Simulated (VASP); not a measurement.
A run of VASP 6.6.1:

INCAR

```
SYSTEM = SnSe
ALGO = Normal
EDIFF = 1E-7
EDIFFG = -0.01
ENCUT = 300
GGA = PE
IBRION = 2
ISIF = 4
ISMEAR = 0
KPAR = 2
LASPH = .TRUE.
LCHARG = .FALSE.
LREAL = .FALSE.
LWAVE = .FALSE.
NELM = 80
NSW = 40
PREC = Accurate
SIGMA = 0.03
```

The input KPOINTS:

```
k-points
0
G
  2 4 4
  0 0 0
```

The input POSCAR:

```
SnSe                                    
1.0
   11.9144977623      0.0000000000      0.0000000000
    0.0000000000      4.2440159318      0.0000000000
    0.0000000000      0.0000000000      4.4499286035
  Sn              Se            
     4     4
Direct
     0.1243956973928080    0.2500000000000000    0.0993078228963249
     0.3756043026071921    0.7500000000000000    0.5993078228963246
     0.6243956973928081    0.2500000000000000    0.4006921771036751
     0.8756043026071919    0.7500000000000000    0.9006921771036754
     0.3550976478128754    0.2500000000000000    0.0209210976303412
     0.1449023521871246    0.7500000000000000    0.5209210976303408
     0.8550976478128753    0.2500000000000000    0.4790789023696588
     0.6449023521871247    0.7500000000000000    0.9790789023696592
```

Potentials or basis: VASP PAW PBE potentials, release 64 (Sn, Se).

Command:

```bash
$ cat potpaw_PBE.64/Sn/POTCAR potpaw_PBE.64/Se/POTCAR > POTCAR
$ mpirun -np 2 vasp_std > vasp.out
```

Hardware: 2 MPI ranks on Intel(R) Xeon(R) 6975P-C (Granite Rapids), on a shared host.

Task: How long does it take, and how much memory?

Result: Run time: 14 s on 2 MPI ranks on Intel(R) Xeon(R) 6975P-C (Granite Rapids), on a shared host, peak memory 0.21 GiB a rank. Counts: scf iterations 14, k points 18, ion steps 1.
